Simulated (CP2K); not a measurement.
The system is InP.

```
CELL_PARAMETERS angstrom
4.14435 0.00000 0.00000
2.07218 3.58911 0.00000
2.07218 1.19637 3.38385
ATOMIC_POSITIONS crystal
In 0.00000 0.00000 0.00000
P 0.75000 0.75000 0.75000
```

Base run:

```yaml
Program: CP2K 2026.2
Functional: PBE
Dispersion: rVV10
Potentials_or_basis: POTENTIAL_UZH In GTH-PBE-q13, P GTH-PBE-q5; TZVP-MOLOPT-PBE-GTH basis
Density_cutoff: 6123 eV
k_mesh: 8 × 8 × 8
Occupations: fermi-dirac, width 0.05 eV
Spin: no spin polarisation
```

Its results: band gap on the k mesh 0.66 eV, direct; pressure 3.1 GPa.

Task: After a change of settings the same cell gave: band gap on the k mesh 0.69 eV, direct; pressure 1.6 GPa. Which change was it?
A. dispersion from rVV10 to D3
B. dispersion from rVV10 to D4
C. dispersion from rVV10 to none
D. dispersion from rVV10 to D2

Result: B.

Caveats: spin-orbit coupling is left out, which moves the levels of the heavy elements; the basis of atomic orbitals isn't converged, which shifts pressures, moduli and gaps.
